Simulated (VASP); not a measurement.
# InP (F-43m) in VASP: further runs

One crystal, InP, is run at these levels: PBE, PBEsol; tasks: relaxation of the atoms, relaxation of cell and atoms.

Program: VASP 6.6.1. These are calculated values, not measurements. Logs are shortened: lines on timing, memory, paths and dates and some standing lists are left out, and cuts for length are marked.

### 1 The crystal as given

Symmetry: F-43m, No. 216, cubic system. The conventional cell has a = 6.001 Å, b = 6.001 Å, c = 6.001 Å, α = 90.00°, β = 90.00°, γ = 90.00°. In (site symmetry -43m) has 4 P at 2.60 Å as nearest neighbours. Around P (site symmetry -43m) lie 4 In at 2.60 Å.

### 2 Relaxation of the atoms, PBE

INCAR reads:

```
  PREC = Accurate
  ENCUT = 300
  EDIFF = 1E-7
  ISMEAR = 0
  SIGMA = 0.03
  LREAL = F
  LASPH = T
  NELM = 80
  ALGO = Normal
  ISIF = 2
  LWAVE = F
  LCHARG = F
  GGA = PE
  IBRION = 2
  NSW = 40
  EDIFFG = -0.01
```

KPOINTS reads:

```
regular mesh
0
Gamma
  4 4 4
```

POSCAR reads:

```
InP                                     
1.0
    0.0000000000      3.0005060191      3.0005060191
    3.0005060191      0.0000000000      3.0005060191
    3.0005060191      3.0005060191      0.0000000000
  In              P             
     1     1
Direct
     0.0000000000000000    0.0000000000000000    0.0000000000000000
     0.2500000000000000    0.2500000000000000    0.2500000000000000
```

Potentials or basis: VASP PAW PBE potentials, release 64 (In, P).

The run is started by

```bash
cat potpaw_PBE.64/In/POTCAR potpaw_PBE.64/P/POTCAR > POTCAR
mpirun -np 1 vasp_std > vasp.out
```

OUTCAR:

```text
PREC = Accurate
   ENCUT = 300
   EDIFF = 1E-7
   ISMEAR = 0
   LREAL = F
   LASPH = T
   NELM = 80
   ISIF = 2
   GGA = PE
   IBRION = 2
   NSW = 40
   EDIFFG = -0.01

 ion  position               nearest neighbor table
   1  0.000  0.000  0.000-   2 2.60   2 2.60   2 2.60   2 2.60
   2  0.250  0.250  0.250-   1 2.60   1 2.60   1 2.60   1 2.60

  LATTYP: Found a face centered cubic cell.
 ALAT       =     6.0010120382

  Lattice vectors:

 A1 = (   0.0000000000,   3.0005060191,   3.0005060191)
 A2 = (   3.0005060191,   0.0000000000,   3.0005060191)
 A3 = (   3.0005060191,   3.0005060191,   0.0000000000)

Analysis of symmetry for initial positions (statically):
=====================================================================
 Subroutine PRICEL returns:
 Original cell was already a primitive cell.

 Routine SETGRP: Setting up the symmetry group for a
 face centered cubic supercell.

 Subroutine GETGRP returns: Found 24 space group operations
 (whereof 24 operations were pure point group operations)
 out of a pool of 48 trial point group operations.

The static configuration has the point symmetry T_d .

Analysis of symmetry for dynamics (positions and initial velocities):
=====================================================================
 Subroutine PRICEL returns:
 Original cell was already a primitive cell.

 Routine SETGRP: Setting up the symmetry group for a
 face centered cubic supercell.

 Subroutine GETGRP returns: Found 24 space group operations
 (whereof 24 operations were pure point group operations)
 out of a pool of 48 trial point group operations.

The dynamic configuration has the point symmetry T_d .

 Subroutine INISYM returns: Found 24 space group operations
 (whereof 24 operations are pure point group operations),
 and found     1 'primitive' translations

----------------------------------------------------------------------------------------

                                     Primitive cell

  volume of cell :      54.0273

  direct lattice vectors                    reciprocal lattice vectors
     0.000000000  3.000506019  3.000506019    -0.166638559  0.166638559  0.166638559
     3.000506019  0.000000000  3.000506019     0.166638559 -0.166638559  0.166638559
     3.000506019  3.000506019  0.000000000     0.166638559  0.166638559 -0.166638559

  length of vectors
     4.243356306  4.243356306  4.243356306     0.288626451  0.288626451  0.288626451

  position of ions in fractional coordinates (direct lattice)
     0.000000000  0.000000000  0.000000000
     0.250000000  0.250000000  0.250000000

  ion indices of the primitive-cell ions
   primitive index   ion index
                 1           1
                 2           2

----------------------------------------------------------------------------------------

 KPOINTS: regular mesh

Automatic generation of k-mesh.
 Grid dimensions read from file:
 generate k-points for:    4    4    4

 Generating k-lattice:

  Cartesian coordinates                     Fractional coordinates (reciprocal lattice)
    -0.041659640  0.041659640  0.041659640     0.250000000  0.000000000  0.000000000
     0.041659640 -0.041659640  0.041659640     0.000000000  0.250000000  0.000000000
     0.041659640  0.041659640 -0.041659640     0.000000000  0.000000000  0.250000000

  Length of vectors
     0.072156613  0.072156613  0.072156613

  Shift w.r.t. Gamma in fractional coordinates (k-lattice)
     0.000000000  0.000000000  0.000000000

 Subroutine IBZKPT returns following result:
 ===========================================

 Found      8 irreducible k-points:

 Following reciprocal coordinates:
            Coordinates               Weight
  0.000000  0.000000  0.000000      1.000000
  0.250000  0.000000  0.000000      8.000000
  0.500000  0.000000  0.000000      4.000000
  0.250000  0.250000  0.000000      6.000000
  0.500000  0.250000  0.000000     24.000000
 -0.250000  0.250000  0.000000     12.000000
  0.500000  0.500000  0.000000      3.000000
 -0.250000  0.500000  0.250000      6.000000
[... 45 lines left out ...]

 k-point     1 :       0.0000    0.0000    0.0000
  band No.  band energies     occupation
      1      -7.7716      2.00000
      2       3.2694      2.00000
      3       3.2694      2.00000
      4       3.2694      2.00000
      5       3.6262      0.00000
      6       7.3622      0.00000
      7       7.3622      0.00000
      8       7.3622      0.00000

 k-point     2 :       0.2500    0.0000    0.0000
  band No.  band energies     occupation
      1      -7.2289      2.00000
      2      -0.0611      2.00000
      3       2.7698      2.00000
      4       2.7698      2.00000
      5       4.8790      0.00000
      6       8.0165      0.00000
      7       8.0165      0.00000
      8       8.4045      0.00000

 k-point     3 :       0.5000    0.0000    0.0000
  band No.  band energies     occupation
      1      -6.4165      2.00000
      2      -2.0943      2.00000
      3       2.3954      2.00000
      4       2.3954      2.00000
      5       4.6170      0.00000
      6       8.0671      0.00000
      7       8.0671      0.00000
      8      10.1984      0.00000

 k-point     4 :       0.2500    0.2500    0.0000
  band No.  band energies     occupation
      1      -7.0398      2.00000
      2      -0.0405      2.00000
      3       2.0017      2.00000
      4       2.0017      2.00000
      5       5.8008      0.00000
      6       6.2201      0.00000
      7       9.4799      0.00000
      8       9.4799      0.00000

 k-point     5 :       0.5000    0.2500    0.0000
  band No.  band energies     occupation
      1      -6.1860      2.00000
      2      -1.7886      2.00000
      3       0.7973      2.00000
      4       1.7027      2.00000
      5       5.8032      0.00000
      6       7.5003      0.00000
      7       9.3321      0.00000
      8       9.7929      0.00000

 k-point     6 :      -0.2500    0.2500    0.0000
  band No.  band energies     occupation
      1      -6.4948      2.00000
      2      -1.3035      2.00000
      3       0.7079      2.00000
      4       2.3466      2.00000
      5       6.1107      0.00000
      6       8.2406      0.00000
      7       8.6928      0.00000
      8       8.8147      0.00000

 k-point     7 :       0.5000    0.5000    0.0000
  band No.  band energies     occupation
      1      -5.8619      2.00000
      2      -2.1848      2.00000
      3       1.1781      2.00000
      4       1.1781      2.00000
      5       5.1380      0.00000
      6       5.5424      0.00000
      7      12.0645      0.00000
      8      12.3992      0.00000

 k-point     8 :      -0.2500    0.5000    0.2500
  band No.  band energies     occupation
      1      -5.8230      2.00000
      2      -2.0374      2.00000
      3       0.5835      2.00000
      4       0.6635      2.00000
      5       7.3840      0.00000
      6       7.5518      0.00000
      7       8.6591      0.00000
      8       9.4793      0.00000

------------------------ aborting loop because EDIFF is reached ----------------------------------------

  FORCE on cell =-STRESS in cart. coord.  units (eV):
  Direction    XX          YY          ZZ          XY          YZ          ZX
  --------------------------------------------------------------------------------------
  -------------------------------------------------------------------------------------
  Total        0.0098421      0.0098421      0.0098421     -0.0000000     -0.0000000     -0.0000000
  in kB        0.2918676      0.2918676      0.2918676     -0.0000000     -0.0000000     -0.0000000
  external PRESSURE =       0.2918676 kB  Pullay stress =       0.0000000 kB

 VOLUME and BASIS-vectors are now :
 -----------------------------------------------------------------------------
  energy-cutoff  :      300.00
  volume of cell :       54.03
      direct lattice vectors                 reciprocal lattice vectors
     0.000000000  3.000506019  3.000506019    -0.166638559  0.166638559  0.166638559
     3.000506019  0.000000000  3.000506019     0.166638559 -0.166638559  0.166638559
     3.000506019  3.000506019  0.000000000     0.166638559  0.166638559 -0.166638559

 POSITION                                       TOTAL-FORCE (eV/Angst)
 -----------------------------------------------------------------------------------
      0.00000      0.00000      0.00000        -0.000000      0.000000     -0.000000
      1.50025      1.50025      1.50025         0.000000     -0.000000      0.000000
 -----------------------------------------------------------------------------------
    total drift:                               -0.000000     -0.000000     -0.000000

  FREE ENERGIE OF THE ION-ELECTRON SYSTEM (eV)
  ---------------------------------------------------
  free  energy   TOTEN  =        -8.2371681018 eV

  energy  without entropy=       -8.2371681018  energy(sigma->0) =       -8.23716810

 reached required accuracy - stopping structural energy minimisation
```

It took 2 s on 1 thread of Intel Xeon 6975P-C (Granite Rapids), shared host; peak memory 0.13 GiB.

What came out:

* Free energy: -8.2372 eV
* Pressure after relaxing: 0.0 GPa
* Band gap on the k mesh: 0.36 eV, direct

Final structure:
```
In P
1.0
     0.00000    3.00051    3.00051
     3.00051    0.00000    3.00051
     3.00051    3.00051    0.00000
In P
1 1
Direct
  0.00000 0.00000 0.00000
  0.25000 0.25000 0.25000
```

Levels at points of the mesh, in eV from the valence-band top:
```tsv
k point	band 1	band 2	band 3	band 4	band 5	band 6	band 7	band 8
(0.00, 0.00, 0.00)	-11.04	0.00	0.00	0.00	0.36	4.09	4.09	4.09
(0.50, 0.00, 0.00)	-9.69	-5.36	-0.87	-0.87	1.35	4.80	4.80	6.93
(0.50, 0.50, 0.00)	-9.13	-5.45	-2.09	-2.09	1.87	2.27	8.80	9.13
```

Caveat: the k mesh is coarse (spacing up to 0.45 Å⁻¹), so the values aren't converged; the cutoff is under 1.25 times the usual one of these potentials, so pressure, stress and relaxed cells hold a basis-set (Pulay) error; the relaxation stopped at its first step, so nothing moved; spin-orbit coupling is left out, which moves the levels of the heavy elements.

### 3 Relaxation of the atoms, PBE (a relaxed cell with its volume scaled by 1.02)

INCAR is that of step 2.

KPOINTS is that of step 2.

POSCAR reads:

```
InP                                     
1.0
    0.0000000000      3.0203774990      3.0203774990
    3.0203774990      0.0000000000      3.0203774990
    3.0203774990      3.0203774990      0.0000000000
  In              P             
     1     1
Direct
     0.0000000000000000    0.0000000000000000    0.0000000000000000
     0.2500000000000000    0.2500000000000000    0.2500000000000000
```

Potentials or basis: VASP PAW PBE potentials, release 64 (In, P).

The run is started by

```bash
cat potpaw_PBE.64/In/POTCAR potpaw_PBE.64/P/POTCAR > POTCAR
mpirun -np 1 vasp_std > vasp.out
```

It took 2 s on 1 thread of Intel Xeon 6975P-C (Granite Rapids), shared host; peak memory 0.13 GiB.

The run converged. Its results:

| Item | Value |
| --- | --- |
| Free energy | -8.2338 eV |
| Pressure after relaxing | -1.1 GPa |
| Band gap on the k mesh | 0.25 eV, direct |

Final structure:
```xyz
2
Lattice="0.0000 3.0204 3.0204 3.0204 0.0000 3.0204 3.0204 3.0204 0.0000" Properties=species:S:1:pos:R:3 pbc="T T T"
In    0.0000    0.0000    0.0000
P     1.5102    1.5102    1.5102
```

Levels at points of the mesh, in eV from the valence-band top:
```csv
k point,band 1,band 2,band 3,band 4,band 5,band 6,band 7,band 8
"(0.00, 0.00, 0.00)",-10.92,0.00,0.00,0.00,0.25,4.08,4.08,4.08
"(0.50, 0.00, 0.00)",-9.61,-5.27,-0.85,-0.85,1.30,4.79,4.79,6.88
"(0.50, 0.50, 0.00)",-9.08,-5.38,-2.03,-2.03,1.90,2.26,8.68,9.00
```

Caveat: the k mesh is coarse (spacing up to 0.45 Å⁻¹), so the values aren't converged; the cutoff is under 1.25 times the usual one of these potentials, so pressure, stress and relaxed cells hold a basis-set (Pulay) error; the relaxation stopped at its first step, so nothing moved; spin-orbit coupling is left out, which moves the levels of the heavy elements.

### 4 Relaxation of the atoms, PBE (a relaxed cell with its volume scaled by 1.04)

INCAR is that of step 3.

KPOINTS is that of step 3.

POSCAR reads:

```
InP                                     
1.0
    0.0000000000      3.0399908895      3.0399908895
    3.0399908895      0.0000000000      3.0399908895
    3.0399908895      3.0399908895      0.0000000000
  In              P             
     1     1
Direct
     0.0000000000000000    0.0000000000000000    0.0000000000000000
     0.2500000000000000    0.2500000000000000    0.2500000000000000
```

The run is started by

```bash
cat potpaw_PBE.64/In/POTCAR potpaw_PBE.64/P/POTCAR > POTCAR
mpirun -np 1 vasp_std > vasp.out
```

Wall time 2 s (1 thread of Intel Xeon 6975P-C (Granite Rapids), shared host); peak memory 0.13 GiB.

The run converged. Its results:

```yaml
Free_energy: -8.2231 eV
Pressure_after_relaxing: -2.2 GPa
Band_gap_on_the_k_mesh: 0.14 eV, direct
```

Final structure:
```xyz
2
Lattice="0.0000 3.0400 3.0400 3.0400 0.0000 3.0400 3.0400 3.0400 0.0000" Properties=species:S:1:pos:R:3 pbc="T T T"
In    0.0000    0.0000    0.0000
P     1.5200    1.5200    1.5200
```

Levels at points of the mesh, in eV from the valence-band top:
| k point | band 2 | band 3 | band 4 | band 5 | band 6 | band 7 |
| --- | --- | --- | --- | --- | --- | --- |
| (0.00, 0.00, 0.00) | 0.00 | 0.00 | 0.00 | 0.14 | 4.07 | 4.07 |
| (0.50, 0.00, 0.00) | -5.19 | -0.82 | -0.82 | 1.25 | 4.78 | 4.78 |
| (0.50, 0.50, 0.00) | -5.31 | -1.98 | -1.98 | 1.92 | 2.25 | 8.57 |

Caveat: the k mesh is coarse (spacing up to 0.45 Å⁻¹), so the values aren't converged; the cutoff is under 1.25 times the usual one of these potentials, so pressure, stress and relaxed cells hold a basis-set (Pulay) error; the relaxation stopped at its first step, so nothing moved; spin-orbit coupling is left out, which moves the levels of the heavy elements.

### 5 Relaxation of the atoms, PBE (a relaxed cell with its volume scaled by 1.06)

INCAR is that of step 4.

KPOINTS is that of step 4.

POSCAR reads:

```
InP                                     
1.0
    0.0000000000      3.0593544108      3.0593544108
    3.0593544108      0.0000000000      3.0593544108
    3.0593544108      3.0593544108      0.0000000000
  In              P             
     1     1
Direct
     0.0000000000000000    0.0000000000000000    0.0000000000000000
     0.2500000000000000    0.2500000000000000    0.2500000000000000
```

The run is started by

```bash
cat potpaw_PBE.64/In/POTCAR potpaw_PBE.64/P/POTCAR > POTCAR
mpirun -np 1 vasp_std > vasp.out
```

Wall time 2.2 s (1 thread of Intel Xeon 6975P-C (Granite Rapids), shared host); peak memory 0.13 GiB.

Results (log left out):

```
Free energy             : -8.2059 eV
Pressure after relaxing : -2.9 GPa
Band gap on the k mesh  : 0.03 eV, direct
```

Final structure:
```
In P
1.0
     0.00000    3.05935    3.05935
     3.05935    0.00000    3.05935
     3.05935    3.05935    0.00000
In P
1 1
Direct
  0.00000 0.00000 0.00000
  0.25000 0.25000 0.25000
```

Levels at points of the mesh, in eV from the valence-band top:
| k point | band 1 | band 2 | band 3 | band 4 | band 5 | band 6 | band 7 | band 8 |
| --- | --- | --- | --- | --- | --- | --- | --- | --- |
| (0.00, 0.00, 0.00) | -10.70 | 0.00 | 0.00 | 0.00 | 0.03 | 4.07 | 4.07 | 4.07 |
| (0.50, 0.00, 0.00) | -9.48 | -5.11 | -0.80 | -0.80 | 1.20 | 4.77 | 4.77 | 6.76 |
| (0.50, 0.50, 0.00) | -8.99 | -5.24 | -1.92 | -1.92 | 1.95 | 2.24 | 8.47 | 8.74 |

Caveat: the k mesh is coarse (spacing up to 0.44 Å⁻¹), so the values aren't converged; the cutoff is under 1.25 times the usual one of these potentials, so pressure, stress and relaxed cells hold a basis-set (Pulay) error; the relaxation stopped at its first step, so nothing moved; spin-orbit coupling is left out, which moves the levels of the heavy elements.

### 6 Relaxation of cell and atoms, PBEsol

This run uses another cell than the first one, of 25.17 Å³/atom, 0.932 times its volume.

INCAR reads:

```
PREC = Accurate ; ENCUT = 600
EDIFF = 1E-6 ; ISMEAR = 0
SIGMA = 0.03 ; LREAL = F
LASPH = T ; NELM = 80
ALGO = Normal ; ISIF = 3
LWAVE = F ; LCHARG = F
GGA = PS ; IBRION = 2
NSW = 90 ; EDIFFG = -0.01
KPAR = 4
```

KPOINTS reads:

```
Automatic mesh
0
Gamma
  8 8 8
```

POSCAR reads:

```
InP
1.0
    0.0000000000      2.9305000000      2.9305000000
    2.9305000000      0.0000000000      2.9305000000
    2.9305000000      2.9305000000      0.0000000000
In P
1 1
Direct
    0.0000000000      0.0000000000      0.0000000000
    0.2500000000      0.2500000000      0.2500000000
```

Potentials or basis: VASP PAW PBE potentials, release 64 (In_d, P).

The run is started by

```bash
cat potpaw_PBE.64/In_d/POTCAR potpaw_PBE.64/P/POTCAR > POTCAR
mpirun -np 4 vasp_std > vasp.out
```

Run time: 19 s. Hardware: 4 MPI ranks of Intel Xeon Platinum 8488C (Sapphire Rapids), shared host; peak memory 0.22 GiB.

The run converged. Its results:

```yaml
Free_energy: -9.1551 eV
Relaxed_volume: 25.39 Å³/atom
Relaxed_cell: a = 4.157 Å, b = 4.157 Å, c = 4.157 Å, α = 60.00°, β = 60.00°, γ = 60.00°
Space_group_after_relaxing_to_0.05_Å: F-43m (No. 216)
Energy_gained_by_relaxing: 0.4 meV/atom
Ionic_steps: 3
Pressure_after_relaxing: 0.0 GPa
Band_gap_on_the_k_mesh: 0.57 eV, direct
```

The path:
| step | energy change (eV) | largest force (eV/Å) | pressure (GPa) | volume (Å³) |
| --- | --- | --- | --- | --- |
| 1 | 0.0000 | 0.0000 | 0.61 | 50.33 |
| 2 | -0.0006 | 0.0000 | -0.30 | 51.04 |
| 3 | -0.0009 | 0.0000 | -0.01 | 50.79 |

Final structure:
```
CELL_PARAMETERS angstrom
0.00000 2.93933 2.93933
2.93933 0.00000 2.93933
2.93933 2.93933 0.00000
ATOMIC_POSITIONS crystal
In 0.00000 0.00000 0.00000
P 0.25000 0.25000 0.25000
```

Levels at points of the mesh, in eV from the valence-band top:
| k point | band 6 | band 7 | band 8 | band 9 | band 10 | band 11 | band 12 | band 13 |
| --- | --- | --- | --- | --- | --- | --- | --- | --- |
| (0.00, 0.00, 0.00) | -11.49 | 0.00 | 0.00 | 0.00 | 0.57 | 4.02 | 4.02 | 4.02 |
| (0.50, 0.00, 0.00) | -9.77 | -5.75 | -0.97 | -0.97 | 1.38 | 4.73 | 4.73 | 6.93 |
| (0.50, 0.50, 0.00) | -9.11 | -5.78 | -2.32 | -2.32 | 1.65 | 2.17 | 9.04 | 9.47 |

Caveat: the PAW data sets were made with another functional, which shifts forces and pressure a little; spin-orbit coupling is left out, which moves the levels of the heavy elements.

### 7 Summary

| task | level | potentials or basis | cell | k mesh | cutoff (eV) | mesh quality | gap on the mesh (eV) | pressure (GPa) |
| --- | --- | --- | --- | --- | --- | --- | --- | --- |
| relaxation of the atoms | PBE | VASP PAW PBE potentials, release 64 (In, P) | atoms relaxed | 4 × 4 × 4 | 300 | coarse | 0.36 | 0.0 |
| relaxation of the atoms | PBE | VASP PAW PBE potentials, release 64 (In, P) | atoms relaxed from: a relaxed cell with its volume scaled by 1.02 | 4 × 4 × 4 | 300 | coarse | 0.25 | -1.1 |
| relaxation of the atoms | PBE | VASP PAW PBE potentials, release 64 (In, P) | atoms relaxed from: a relaxed cell with its volume scaled by 1.04 | 4 × 4 × 4 | 300 | coarse | 0.14 | -2.2 |
| relaxation of the atoms | PBE | VASP PAW PBE potentials, release 64 (In, P) | atoms relaxed from: a relaxed cell with its volume scaled by 1.06 | 4 × 4 × 4 | 300 | coarse | 0.03 | -2.9 |
| relaxation of cell and atoms | PBEsol | VASP PAW PBE potentials, release 64 (In_d, P) | relaxed | 8 × 8 × 8 | 600 | not flagged | 0.57 | 0.0 |

Alike in all rows: no spin polarisation; smearing gaussian 0.03 eV.

Caveats: some runs use coarse meshes; spin-orbit coupling is left out, which moves the levels of the heavy elements; the cutoff is under 1.25 times the usual one of these potentials, so pressure, stress and relaxed cells hold a basis-set (Pulay) error (some runs); the relaxation stopped at its first step, so nothing moved (some runs); the PAW data sets were made with another functional, which shifts forces and pressure a little (some runs).

Absolute energies hang on the potentials; compare differences alone.
